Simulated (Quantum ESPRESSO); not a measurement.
# PbSe (Clausthalite) under changes of volume

One of the cells (28.671 Å³/atom); the others are scaled copies at fixed shape and fractional positions:

```xyz
2
Lattice="0.0000 3.0606 3.0606 3.0606 0.0000 3.0606 3.0606 3.0606 0.0000" Properties=species:S:1:pos:R:3 pbc="T T T"
Pb    0.0000    0.0000    0.0000
Se    3.0606    3.0606    3.0606
```

- Program: Quantum ESPRESSO 7.5
- Functional: PBE
- Potentials or basis: SSSP 1.3 efficiency PBE
- Cutoff: 748 eV
- Density cutoff: 5987 eV
- k mesh: 8 × 8 × 8
- Occupations: fermi-dirac, width 0.05 eV
- Spin: no spin polarisation

```csv
volume (Å³/atom),energy over the lowest point (meV/atom),pressure (GPa),gap on the mesh (eV)
26.951,56.67,6.3,0.07
27.524,?,?,?
28.097,20.77,3.6,0.23
28.671,9.88,2.4,0.30
29.244,3.08,1.3,0.36
29.818,0.00,0.3,0.42
30.391,0.25,-0.6,0.47
```

Q: What does the run at 27.524 Å³/atom give?

A: Energy over the lowest point 36.23 meV/atom; pressure 4.9 GPa; gap on the mesh 0.15 eV.

Worked out: A Birch-Murnaghan fit of order 3 (a polynomial in V^(-2/3)) to the other rows has its minimum at 30.06 Å³/atom with B0 = V·E''(V) = 47 GPa and B' = 4.3. It gives 36.20 meV/atom at 27.524 Å³/atom, against the run's 36.23, and -dE/dV = 5.0 GPa, against 4.9.

Energies are extrapolated to zero smearing.

Caveats: spin-orbit coupling is left out, which as a rule narrows the gap of such compounds by several tenths of an eV.

A mesh can miss the band edges.
